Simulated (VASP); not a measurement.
# Li (Fm-3m) in VASP: density of states with PBE+D3(BJ)

Aim: the density of states of Li with PBE+D3(BJ).

Program: VASP 6.6.1. These are calculated values, not measurements. Logs are shortened: lines on timing, memory, paths and dates and some standing lists are left out, and cuts for length are marked.

## 1. The crystal as given

Symmetry: Fm-3m, No. 225, cubic system. The conventional cell has a = 4.177 Å, b = 4.177 Å, c = 4.177 Å, α = 90.00°, β = 90.00°, γ = 90.00°. Around Li (site symmetry m-3m) lie 12 Li at 2.95 Å.

This isn't the form of Li at room conditions, which is bcc.

## 2. Density of states, PBE+D3(BJ)

POSCAR

```
Li
1.0
    0.0000000000      2.0884826778      2.0884826778
    2.0884826778      0.0000000000      2.0884826778
    2.0884826778      2.0884826778      0.0000000000
Li
1
Direct
    0.0000000000      0.0000000000      0.0000000000
```

INCAR.step1

```
PREC = Accurate
ENCUT = 520
EDIFF = 1E-6
ISMEAR = 0
SIGMA = 0.1
LREAL = F
LASPH = T
NELM = 60
ALGO = Fast
ISIF = 2
LWAVE = F
LCHARG = T
GGA = PE
IVDW = 12
NBANDS = 8
```

KPOINTS.step1

```
Automatic mesh
0
Gamma
  18 18 18
```

INCAR.step2

```
PREC = Accurate
ENCUT = 520
EDIFF = 1E-6
ISMEAR = -5
SIGMA = 0.1
LREAL = F
LASPH = T
NELM = 60
ALGO = Fast
ISIF = 2
LWAVE = F
LCHARG = F
GGA = PE
IVDW = 12
LORBIT = 11
NEDOS = 2001
ICHARG = 11
```

KPOINTS.step2

```
Automatic mesh
0
Gamma
  27 27 27
```

Potentials or basis: VASP PAW PBE potentials, release 64 (Li_sv).

The run is started by

```sh
cat potpaw_PBE.64/Li_sv/POTCAR > POTCAR
cp INCAR.step1 INCAR
cp KPOINTS.step1 KPOINTS
mpirun -np 1 vasp_std > vasp.out
cp INCAR.step2 INCAR
cp KPOINTS.step2 KPOINTS
mpirun -np 1 vasp_std > vasp.out
```

OUTCAR:

```text
PREC = Accurate
   ENCUT = 520
   EDIFF = 1E-6
   ISMEAR = -5
   LREAL = F
   LASPH = T
   NELM = 60
   ISIF = 2
   GGA = PE
   IVDW = 12
   LORBIT = 11
   ICHARG = 11
 IVDW          = 12

 ion  position               nearest neighbor table
   1  0.000  0.000  0.000-

  LATTYP: Found a face centered cubic cell.
 ALAT       =     4.1769653556

  Lattice vectors:

 A1 = (   0.0000000000,   2.0884826778,   2.0884826778)
 A2 = (   2.0884826778,   0.0000000000,   2.0884826778)
 A3 = (   2.0884826778,   2.0884826778,   0.0000000000)

Analysis of symmetry for initial positions (statically):
=====================================================================
 Subroutine PRICEL returns:
 Original cell was already a primitive cell.

 Routine SETGRP: Setting up the symmetry group for a
 face centered cubic supercell.

 Subroutine GETGRP returns: Found 48 space group operations
 (whereof 48 operations were pure point group operations)
 out of a pool of 48 trial point group operations.

The static configuration has the point symmetry O_h .

Analysis of symmetry for dynamics (positions and initial velocities):
=====================================================================
 Subroutine PRICEL returns:
 Original cell was already a primitive cell.

 Routine SETGRP: Setting up the symmetry group for a
 face centered cubic supercell.

 Subroutine GETGRP returns: Found 48 space group operations
 (whereof 48 operations were pure point group operations)
 out of a pool of 48 trial point group operations.

The dynamic configuration has the point symmetry O_h .

 Subroutine INISYM returns: Found 48 space group operations
 (whereof 48 operations are pure point group operations),
 and found     1 'primitive' translations

----------------------------------------------------------------------------------------

                                     Primitive cell

  volume of cell :      18.2189

  direct lattice vectors                    reciprocal lattice vectors
     0.000000000  2.088482678  2.088482678    -0.239408258  0.239408258  0.239408258
     2.088482678  0.000000000  2.088482678     0.239408258 -0.239408258  0.239408258
     2.088482678  2.088482678  0.000000000     0.239408258  0.239408258 -0.239408258

  length of vectors
     2.953560528  2.953560528  2.953560528     0.414667267  0.414667267  0.414667267

[... 82 lines left out ...]
   EDIFFG = 0.1E-04   stopping-criterion for IOM
   NSW    =      0    number of steps for IOM
   IBRION =     -1    ionic relax: 0-MD 1-quasi-New 2-CG
   NFREE  =      0    steps in history (QN), initial steepest desc. (CG)
   ISIF   =      2    stress and relaxation
   ISYM   =      2    0-nonsym 1-usesym 2-fastsym
   POTIM  = 0.5000    time-step for ionic-motion
   TEBEG  =    0.0;   TEEND  =   0.0 temperature during run
   PSTRESS=    0.0 pullay stress
   NELECT =       3.0000    total number of electrons
   NUPDOWN=      -1.0000    fix difference up-down
   EMIN   =  10.00;   EMAX   =-10.00  energy-range for DOS
   EFERMI =   0.00;   METHOD = LEGACY
   ISMEAR =    -5;   SIGMA  =   0.10  broadening in eV -4-tet -1-fermi 0-gaus
   EFERMI_NEDOS =   21; number of points for ismear=-14 and -15
   IALGO  =     68    algorithm
   IMIX   =      4    mixing-type and parameters
     AMIX     =   0.40;   BMIX     =  1.00
     AMIX_MAG =   1.60;   BMIX_MAG =  1.00
  volume/ion in A,a.u.               =      18.22       122.95
  Fermi-wavevector in a.u.,A,eV,Ry     =   0.897307  1.695664 10.954864  0.805160
  Thomas-Fermi vector in A             =   2.019875
   LORBIT       =     11    0 simple, 1 ext, 2 COOP (PROOUT), +10 PAW based schemes
   GGA     = PE    functional components
   LHFCALC =     F    Hartree Fock is set to
   AEXX    =    0.0000 exact exchange contribution
   IVDW    =    12    specifies the selected vdW correction
   LEPSILON=     F    determine dielectric tensor
   LRPA    =     F    only Hartree local field effects (RPA)
 non-spin polarized calculation
 RMM-DIIS sequential band-by-band and
 Fermi weights with tetrahedron method with Bloechl corrections
  energy-cutoff  :      520.00
  volume of cell :       18.22
 maximum number of plane-waves:       531
 NGX is ok and might be reduce to    24

 number of electron       3.0000005 magnetization

 Free energy of the ion-electron system (eV)
  ---------------------------------------------------
  ext. energy  EPLUGINS =         0.00000000
  ---------------------------------------------------
  free energy    TOTEN  =        -1.89581237 eV

  energy without entropy =       -1.89581237  energy(sigma->0) =       -1.89581237

 E-fermi :   0.9339     XC(G=0):  -7.3091

 val. band max:        0.9272571043   @ k =  -0.4815   0.0741   0.0370
 cond. band min:       0.9509980278   @ k =   0.4815   0.2593   0.0370
 fundamental gap:      0.0237409235
 Fermi energy:         0.9338646877

 k-point     1 :       0.0000    0.0000    0.0000
  band No.  band energies     occupation
      1     -45.4158      2.00000
      2      -2.7574      2.00000
      3      16.4117      0.00000
      4      16.4118      0.00000
      5      16.4118      0.00000
[... 177 lines left out ...]
 k-point    24 :       0.3704    0.0370    0.0000
  band No.  band energies     occupation
      1     -45.3930      2.00000
      2      -0.4108      2.00000
      3       6.4760      0.00000
      4      14.2130      0.00000
      5      14.9381      0.00000

 [... further k-points ...]

------------------------ aborting loop because EDIFF is reached ----------------------------------------

 Edisp (eV)   -0.18817

 E8    (eV) :    -0.0782

  FORCE on cell =-STRESS in cart. coord.  units (eV):
  Direction    XX          YY          ZZ          XY          YZ          ZX
  --------------------------------------------------------------------------------------
  -------------------------------------------------------------------------------------
  Total      -0.00728    -0.00728    -0.00728     0.00000     0.00000     0.00000
  in kB      -0.64026    -0.64026    -0.64026     0.00000     0.00000     0.00000
  external pressure =       -0.64 kB  Pullay stress =        0.00 kB

 VOLUME and BASIS-vectors are now :
 -----------------------------------------------------------------------------
  energy-cutoff  :      520.00
  volume of cell :       18.22
      direct lattice vectors                 reciprocal lattice vectors
     0.000000000  2.088482678  2.088482678    -0.239408258  0.239408258  0.239408258
     2.088482678  0.000000000  2.088482678     0.239408258 -0.239408258  0.239408258
     2.088482678  2.088482678  0.000000000     0.239408258  0.239408258 -0.239408258

 POSITION                                       TOTAL-FORCE (eV/Angst)
 -----------------------------------------------------------------------------------
      0.00000      0.00000      0.00000        -0.000000      0.000000      0.000000
 -----------------------------------------------------------------------------------
    total drift:                                0.000000     -0.000000      0.000000

  FREE ENERGIE OF THE ION-ELECTRON SYSTEM (eV)
  ---------------------------------------------------
  free  energy   TOTEN  =        -2.0839780303 eV

  energy  without entropy=       -2.0839780303  energy(sigma->0) =       -2.08397803

 total charge

# of ion       s       p       d       tot
------------------------------------------
    1        2.037   0.047   0.000   2.085
```

Run time: 18 s. Hardware: 1 thread of Intel Xeon 6975P-C (Granite Rapids), shared host; peak memory 0.17 GiB.

What came out:

```yaml
Valence_electrons_inside_the_program's_atomic_spheres: Li 2.08
Dispersion_energy_per_atom: -0.188 eV
```

States per cell in windows of 1 eV (zero at the Fermi level; states under -8 eV left out):
```
from (eV)  total  Li1_p  Li1_s  Li1_d
     -8.0   0.00   0.00   0.00   0.00
     -7.0   0.00   0.00   0.00   0.00
     -6.0   0.00   0.00   0.00   0.00
     -5.0   0.00   0.00   0.00   0.00
     -4.0   0.08   0.00   0.01   0.00
     -3.0   0.22   0.01   0.02   0.00
     -2.0   0.31   0.01   0.02   0.00
     -1.0   0.40   0.03   0.02   0.00
      0.0   0.46   0.04   0.01   0.00
      1.0   0.36   0.04   0.00   0.00
      2.0   0.17   0.02   0.00   0.00
      3.0   0.47   0.05   0.02   0.00
      4.0   0.43   0.05   0.01   0.00
      5.0   0.39   0.05   0.01   0.00
      6.0   0.41   0.06   0.01   0.00
      7.0   0.47   0.07   0.02   0.00
```

Caveat: the cutoff is under 1.25 times the usual one of these potentials, so pressure, stress and relaxed cells hold a basis-set (Pulay) error; pairwise dispersion overbinds metals, which lowers pressure and volume; tetrahedron occupations give inexact forces and stress in metals.
